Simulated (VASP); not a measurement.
# Sc (P6_3/mmc) in VASP: notebook

The runs below take Sc through relaxation of cell and atoms, electrostatic potential, with PBE.

All numbers are computed with VASP 6.6.1; they aren't measurements. Logs are shortened: lines on timing, memory, paths and dates and some standing lists are left out, and cuts for length are marked.

## (1) The crystal as given

The structure is hexagonal, space group P6_3/mmc (No. 194). Conventional cell: a = 3.270 Å, b = 3.270 Å, c = 5.090 Å, α = 90.00°, β = 90.00°, γ = 120.00°. Sc (site symmetry -6m2) has 12 Sc at 3.17 to 3.27 Å as nearest neighbours.

The cell was built by a generator and needn't be a form met in nature.

## (2) Relaxation of cell and atoms, PBE

INCAR reads:

```
SYSTEM = Sc
PREC = Accurate ; ENCUT = 700
EDIFF = 1E-6 ; ISMEAR = 1
SIGMA = 0.1 ; LREAL = .FALSE.
LASPH = .TRUE. ; NELM = 120
ALGO = Fast ; ISIF = 3
LWAVE = .FALSE. ; LCHARG = .FALSE.
GGA = PE ; IBRION = 2
NSW = 40 ; EDIFFG = -0.005
```

KPOINTS reads:

```
regular mesh
0
G
  14 14 8
  0 0 0
```

POSCAR reads:

```
Sc
1.0
    3.2700000000      0.0000000000      0.0000000000
   -1.6350000000      2.8319030700      0.0000000000
    0.0000000000      0.0000000000      5.0900000000
Sc
2
Direct
    0.3333333300      0.6666666700      0.2500000000
    0.6666666700      0.3333333300      0.7500000000
```

Potentials or basis: VASP PAW PBE potentials, release 64 (Sc_sv).

Command:

```bash
$ cat potpaw_PBE.64/Sc_sv/POTCAR > POTCAR
$ mpirun -np 1 vasp_std > vasp.out
```

OUTCAR:

```text
SYSTEM = Sc
   PREC = Accurate
   ENCUT = 700
   EDIFF = 1E-6
   ISMEAR = 1
   LREAL = .FALSE.
   LASPH = .TRUE.
   NELM = 120
   ISIF = 3
   GGA = PE
   IBRION = 2
   NSW = 40
   EDIFFG = -0.005

 ion  position               nearest neighbor table
   1  0.333  0.667  0.250-   2 3.17   2 3.17   2 3.17   2 3.17   2 3.17   2 3.17
   2  0.667  0.333  0.750-   1 3.17   1 3.17   1 3.17   1 3.17   1 3.17   1 3.17

  LATTYP: Found a hexagonal cell.
 ALAT       =     3.2700000000
 C/A-ratio  =     1.5565749235

  Lattice vectors:

 A1 = (   3.2700000000,   0.0000000000,   0.0000000000)
 A2 = (  -1.6350000000,   2.8319030700,   0.0000000000)
 A3 = (   0.0000000000,   0.0000000000,   5.0900000000)

Analysis of symmetry for initial positions (statically):
=====================================================================
 Subroutine PRICEL returns:
 Original cell was already a primitive cell.

 Routine SETGRP: Setting up the symmetry group for a
 hexagonal supercell.

 Subroutine GETGRP returns: Found 24 space group operations
 (whereof 12 operations were pure point group operations)
 out of a pool of 24 trial point group operations.

The static configuration has the point symmetry D_3d.
 The point group associated with its full space group is D_6h.

Analysis of symmetry for dynamics (positions and initial velocities):
=====================================================================
 Subroutine PRICEL returns:
 Original cell was already a primitive cell.

 Routine SETGRP: Setting up the symmetry group for a
 hexagonal supercell.

 Subroutine GETGRP returns: Found 24 space group operations
 (whereof 12 operations were pure point group operations)
 out of a pool of 24 trial point group operations.

The dynamic configuration has the point symmetry D_3d.
 The point group associated with its full space group is D_6h.

 Subroutine INISYM returns: Found 24 space group operations
 (whereof 12 operations are pure point group operations),
 and found     1 'primitive' translations

----------------------------------------------------------------------------------------

                                     Primitive cell

  volume of cell :      47.1350

  direct lattice vectors                    reciprocal lattice vectors
     3.270000000  0.000000000  0.000000000     0.305810398  0.176559715  0.000000000
    -1.635000000  2.831903070  0.000000000     0.000000000  0.353119431  0.000000000
     0.000000000  0.000000000  5.090000000     0.000000000  0.000000000  0.196463654

  length of vectors
     3.270000000  3.270000000  5.090000000     0.353119431  0.353119431  0.196463654

  position of ions in fractional coordinates (direct lattice)
     0.333333330  0.666666670  0.250000000
     0.666666670  0.333333330  0.750000000

  ion indices of the primitive-cell ions
   primitive index   ion index
                 1           1
                 2           2

----------------------------------------------------------------------------------------

 KPOINTS: regular mesh

Automatic generation of k-mesh.
 Grid dimensions read from file:
 generate k-points for:   14   14    8

 Generating k-lattice:

  Cartesian coordinates                     Fractional coordinates (reciprocal lattice)
     0.021843600  0.012611408  0.000000000     0.071428571  0.000000000  0.000000000
     0.000000000  0.025222816  0.000000000     0.000000000  0.071428571  0.000000000
     0.000000000  0.000000000  0.024557957     0.000000000  0.000000000  0.125000000

  Length of vectors
     0.025222816  0.025222816  0.024557957

  Shift w.r.t. Gamma in fractional coordinates (k-lattice)
     0.000000000  0.000000000  0.000000000

 Subroutine IBZKPT returns following result:
 ===========================================

 Found    120 irreducible k-points:

 Following reciprocal coordinates:
            Coordinates               Weight
  0.000000  0.000000  0.000000      1.000000
  0.071429  0.000000  0.000000      6.000000
  0.142857  0.000000  0.000000      6.000000
  0.214286  0.000000  0.000000      6.000000
  0.285714 -0.000000  0.000000      6.000000
  0.357143  0.000000  0.000000      6.000000
[... 16 lines left out ...]
  0.285714  0.285714  0.000000      6.000000
  0.357143  0.285714  0.000000      6.000000
 [... further k-points ...]
   k-points           NKPTS =    120   k-points in BZ     NKDIM =    120   number of bands    NBANDS=     15
   number of dos      NEDOS =    301   number of ions     NIONS =      2
   total plane-waves  NPLWV =  37632
   dimension x,y,z NGX =    28 NGY =   28 NGZ =   48
   dimension x,y,z NGXF=    56 NGYF=   56 NGZF=   96
   ions per type =               2
   NGX,Y,Z   is equivalent  to a cutoff of  14.24, 14.24, 15.68 a.u.
   NGXF,Y,Z  is equivalent  to a cutoff of  28.47, 28.47, 31.35 a.u.
 SYSTEM =  Sc
   PREC   = accura    normal or accurate (medium, high low for compatibility)
   ISTART =      0    job   : 0-new  1-cont  2-samecut
   ICHARG =      2    charge: 1-file 2-atom 10-const
   ISPIN  =      1    spin polarized calculation?
   LNONCOLLINEAR =      F non collinear calculations
   LSORBIT =      F    spin-orbit coupling
   LASPH  =      T    aspherical Exc in radial PAW
   ENCUT  =  700.0 eV  51.45 Ry    7.17 a.u.   7.05  7.05 10.98*2*pi/ulx,y,z
   NELM   =    120;   NELMIN=  2; NELMDL= -5     # of ELM steps
   EDIFF  = 0.1E-05   stopping-criterion for ELM
   LREAL  =      F    real-space projection
   EDIFFG = -.5E-02   stopping-criterion for IOM
   NSW    =     40    number of steps for IOM
   IBRION =      2    ionic relax: 0-MD 1-quasi-New 2-CG
   NFREE  =      1    steps in history (QN), initial steepest desc. (CG)
   ISIF   =      3    stress and relaxation
   ISYM   =      2    0-nonsym 1-usesym 2-fastsym
   POTIM  = 0.5000    time-step for ionic-motion
   TEBEG  =    0.0;   TEEND  =   0.0 temperature during run
   PSTRESS=    0.0 pullay stress
   NELECT =      22.0000    total number of electrons
   NUPDOWN=      -1.0000    fix difference up-down
   EMIN   =  10.00;   EMAX   =-10.00  energy-range for DOS
   EFERMI =   0.00;   METHOD = LEGACY
   ISMEAR =     1;   SIGMA  =   0.10  broadening in eV -4-tet -1-fermi 0-gaus
   EFERMI_NEDOS =   21; number of points for ismear=-14 and -15
   IALGO  =     68    algorithm
   IMIX   =      4    mixing-type and parameters
     AMIX     =   0.40;   BMIX     =  1.00
     AMIX_MAG =   1.60;   BMIX_MAG =  1.00
  volume/ion in A,a.u.               =      23.57       159.04
  Fermi-wavevector in a.u.,A,eV,Ry     =   1.269895  2.399753 21.941202  1.612633
  Thomas-Fermi vector in A             =   2.402911
   LORBIT       =      0    0 simple, 1 ext, 2 COOP (PROOUT), +10 PAW based schemes
   GGA     = PE    functional components
   LHFCALC =     F    Hartree Fock is set to
   AEXX    =    0.0000 exact exchange contribution
   IVDW    =     0    specifies the selected vdW correction
   LEPSILON=     F    determine dielectric tensor
   LRPA    =     F    only Hartree local field effects (RPA)
 conjugate gradient relaxation of ions
 non-spin polarized calculation
 RMM-DIIS sequential band-by-band and
 Methfessel and Paxton  Order N= 1 SIGMA  =   0.10
  energy-cutoff  :      700.00
  volume of cell :       47.14
 maximum number of plane-waves:      2002
   NGX = 15   NGY = 15   NGZ = 21

--------------------------------------- Ionic step        1  -------------------------------------------

 number of electron      22.0000001 magnetization

 Free energy of the ion-electron system (eV)
  ---------------------------------------------------
  ext. energy  EPLUGINS =         0.00000000
  ---------------------------------------------------
  free energy    TOTEN  =       -12.48100970 eV

  energy without entropy =      -12.48263774  energy(sigma->0) =      -12.48155238

 E-fermi :   3.9513     XC(G=0): -10.0582

 val. band max:        3.9492988212   @ k =   0.2143   0.0000   0.2500
 cond. band min:       3.9535879994   @ k =   0.3571   0.2857   0.5000
 fundamental gap:      0.0042891782
 Fermi energy:         3.9512738460

 k-point     1 :       0.0000    0.0000    0.0000
  band No.  band energies     occupation
      1     -45.3554      2.00000
      2     -45.2693      2.00000
      3     -24.2257      2.00000
      4     -23.8281      2.00000
      5     -23.8281      2.00000
      6     -23.7513      2.00000
      7     -23.7513      2.00000
      8     -23.7195      2.00000
      9      -1.2643      2.00000
     10       2.2521      2.00000
     11       4.6666     -0.00000
     12       5.5917     -0.00000
     13       5.5925     -0.00000
     14       5.8772     -0.00000
     15       6.0726      0.00000

 k-point     2 :       0.0714    0.0000    0.0000
  band No.  band energies     occupation
      1     -45.3525      2.00000
      2     -45.2683      2.00000
      3     -24.2179      2.00000
      4     -23.8428      2.00000
      5     -23.8332      2.00000
      6     -23.7669      2.00000
      7     -23.7531      2.00000
      8     -23.7232      2.00000
      9      -1.1486      2.00000
     10       2.3481      2.00000
     11       4.5538     -0.00000
     12       5.3741     -0.00000
     13       5.6771     -0.00000
     14       5.9983      0.00000
     15       6.1245      0.00000
[... 517 lines left out ...]
 VOLUME and BASIS-vectors are now :
 -----------------------------------------------------------------------------
  energy-cutoff  :      700.00
  volume of cell :       49.32
      direct lattice vectors                 reciprocal lattice vectors
     3.321628975  0.000000000 -0.000000000     0.301057104  0.173815400 -0.000000000
    -1.660814487  2.876615074  0.000000000    -0.000000000  0.347630800  0.000000000
     0.000000000 -0.000000000  5.161257806     0.000000000  0.000000000  0.193751221

 POSITION                                       TOTAL-FORCE (eV/Angst)
 -----------------------------------------------------------------------------------
     -0.00000      1.91774      1.29031        -0.000000      0.000000      0.000000
      1.66081      0.95887      3.87094         0.000000     -0.000000      0.000000
 -----------------------------------------------------------------------------------
    total drift:                               -0.000006      0.000003     -0.000000

  FREE ENERGIE OF THE ION-ELECTRON SYSTEM (eV)
  ---------------------------------------------------
  free  energy   TOTEN  =       -12.4980220678 eV

  energy  without entropy=      -12.4988938569  energy(sigma->0) =      -12.49831266

--------------------------------------- Ionic step        5  -------------------------------------------

 number of electron      21.9999999 magnetization

 Free energy of the ion-electron system (eV)
  ---------------------------------------------------
  ext. energy  EPLUGINS =         0.00000000
  ---------------------------------------------------
  free energy    TOTEN  =       -12.49802452 eV

  energy without entropy =      -12.49891322  energy(sigma->0) =      -12.49832075

 E-fermi :   3.6865     XC(G=0):  -9.8791

 val. band max:        3.6680337553   @ k =   0.2143   0.0000   0.0000
 cond. band min:       3.6911356084   @ k =   0.3571   0.2857   0.5000
 fundamental gap:      0.0231018531
 Fermi energy:         3.6865371129

 k-point     1 :       0.0000    0.0000    0.0000
  band No.  band energies     occupation
      1     -45.7341      2.00000
      2     -45.6624      2.00000
      3     -24.5639      2.00000
      4     -24.2243      2.00000
      5     -24.2243      2.00000
      6     -24.1568      2.00000
      7     -24.1568      2.00000
      8     -24.1261      2.00000
      9      -1.4471      2.00000
     10       2.0519      2.00000
     11       4.3117     -0.00000
     12       5.2708     -0.00000
     13       5.2708     -0.00000
     14       5.5452     -0.00000
     15       5.7236      0.00000

 k-point     2 :       0.0714    0.0000    0.0000
  band No.  band energies     occupation
      1     -45.7318      2.00000
      2     -45.6617      2.00000
      3     -24.5572      2.00000
      4     -24.2368      2.00000
      5     -24.2287      2.00000
      6     -24.1701      2.00000
      7     -24.1584      2.00000
      8     -24.1293      2.00000
      9      -1.3361      2.00000
     10       2.1439      2.00000
     11       4.2101     -0.00000
     12       5.0663     -0.00000
     13       5.3512     -0.00000
     14       5.6449     -0.00000
     15       5.7031      0.00000
[... 409 lines left out ...]
 VOLUME and BASIS-vectors are now :
 -----------------------------------------------------------------------------
  energy-cutoff  :      700.00
  volume of cell :       49.27
      direct lattice vectors                 reciprocal lattice vectors
     3.320461841  0.000000000  0.000000000     0.301162925  0.173876496 -0.000000000
    -1.660230920  2.875604306 -0.000000000    -0.000000000  0.347752992 -0.000000000
     0.000000000  0.000000000  5.160061458    -0.000000000  0.000000000  0.193796141

 POSITION                                       TOTAL-FORCE (eV/Angst)
 -----------------------------------------------------------------------------------
     -0.00000      1.91707      1.29002        -0.000000      0.000000      0.000000
      1.66023      0.95853      3.87005         0.000000     -0.000000      0.000000
 -----------------------------------------------------------------------------------
    total drift:                               -0.000006      0.000003     -0.000000

  FREE ENERGIE OF THE ION-ELECTRON SYSTEM (eV)
  ---------------------------------------------------
  free  energy   TOTEN  =       -12.4980245206 eV

  energy  without entropy=      -12.4989132180  energy(sigma->0) =      -12.49832075

 reached required accuracy - stopping structural energy minimisation
```

Wall time 7.2 min (1 thread of Intel Xeon Platinum 8559C (Emerald Rapids), shared host); peak memory 0.27 GiB.

What came out:

```yaml
Free_energy: -12.4980 eV
Relaxed_volume: 24.63 Å³/atom
Relaxed_cell: a = 3.320 Å, b = 3.320 Å, c = 5.160 Å, α = 90.00°, β = 90.00°, γ = 120.00°
Space_group_after_relaxing_to_0.05_Å: P6_3/mmc (No. 194)
Energy_gained_by_relaxing: 8.5 meV/atom
Ionic_steps: 5
Pressure_after_relaxing: 0.0 GPa
Band_gap_on_the_k_mesh: none (metal or under the smearing width)
```

Step by step:
| step | energy change (eV) | largest force (eV/Å) | pressure (GPa) | volume (Å³) |
| --- | --- | --- | --- | --- |
| 1 | 0.0000 | 0.0000 | 2.61 | 47.14 |
| 2 | -0.0161 | 0.0000 | -0.59 | 49.80 |
| 3 | -0.0170 | 0.0000 | 0.04 | 49.27 |
| 4 | -0.0170 | 0.0000 | -0.04 | 49.32 |
| 5 | -0.0170 | 0.0000 | 0.02 | 49.27 |

Final structure:
```yaml
crystal:
  lattice:
    - [3.32046, 0.00000, 0.00000]
    - [-1.66023, 2.87560, 0.00000]
    - [0.00000, 0.00000, 5.16006]
  atoms:
    - { symbol: Sc, position: [0.33333, 0.66667, 0.25000] }
    - { symbol: Sc, position: [0.66667, 0.33333, 0.75000] }
```

Levels at points of the mesh, in eV from the Fermi level:
```tsv
k point	band 8	band 9	band 10	band 11	band 12	band 13	band 14	band 15
(0.00, 0.00, 0.00)	-27.81	-5.13	-1.63	0.63	1.58	1.58	1.86	2.04
(0.50, 0.00, 0.00)	-27.88	-1.63	-1.06	-0.67	-0.35	1.30	1.33	1.87
(0.00, 0.00, 0.50)	-27.88	-3.58	-3.58	0.98	0.98	1.50	1.50	1.50
(0.50, 0.00, 0.50)	-27.92	-1.47	-1.47	0.06	0.06	1.27	1.27	2.36
```

## (3) Electrostatic potential, PBE

This run uses another cell than the first one, of 24.63 Å³/atom, 1.045 times its volume.

INCAR reads:

```
SYSTEM = Sc
PREC = Accurate
ENCUT = 700
EDIFF = 1E-6
ISMEAR = 1
SIGMA = 0.1
LREAL = .False.
LASPH = .True.
NELM = 60
ALGO = Fast
ISIF = 2
LWAVE = .False.
LCHARG = .True.
GGA = PE
LVHAR = .True.
```

KPOINTS reads:

```
Automatic mesh
0
Gamma
  14 14 8
  0 0 0
```

POSCAR reads:

```
Sc                                      
1.0
    3.3204618407      0.0000000000      0.0000000000
   -1.6602309204      2.8756043060     -0.0000000000
    0.0000000000      0.0000000000      5.1600614578
  Sc            
     2
Direct
     0.3333333300000021    0.6666666699999979    0.2500000000000000
     0.6666666699999979    0.3333333300000021    0.7500000000000000
```

Potentials or basis: VASP PAW PBE potentials, release 64 (Sc_sv).

Command:

```bash
$ cat potpaw_PBE.64/Sc_sv/POTCAR > POTCAR
$ mpirun -np 1 vasp_std > vasp.out
```

It took 2.9 min on 1 thread of Intel Xeon Platinum 8559C (Emerald Rapids), shared host; peak memory 0.28 GiB.

It converged, with:

```yaml
Free_energy: -12.4983 eV
Pressure: 0.0 GPa
Band_gap_on_the_k_mesh: none (metal or under the smearing width)
```

Levels at points of the mesh, in eV from the Fermi level:
| k point | band 7 | band 8 | band 9 | band 10 | band 11 | band 12 | band 13 | band 14 | band 15 |
| --- | --- | --- | --- | --- | --- | --- | --- | --- | --- |
| (0.00, 0.00, 0.00) | -27.84 | -27.81 | -5.13 | -1.63 | 0.63 | 1.58 | 1.58 | 1.86 | 2.04 |
| (0.50, 0.00, 0.00) | -27.93 | -27.88 | -1.63 | -1.06 | -0.67 | -0.36 | 1.30 | 1.33 | 1.87 |
| (0.00, 0.00, 0.50) | -27.88 | -27.88 | -3.58 | -3.58 | 0.98 | 0.98 | 1.50 | 1.50 | 1.50 |
| (0.50, 0.00, 0.50) | -27.92 | -27.92 | -1.47 | -1.47 | 0.06 | 0.06 | 1.27 | 1.27 | 2.36 |
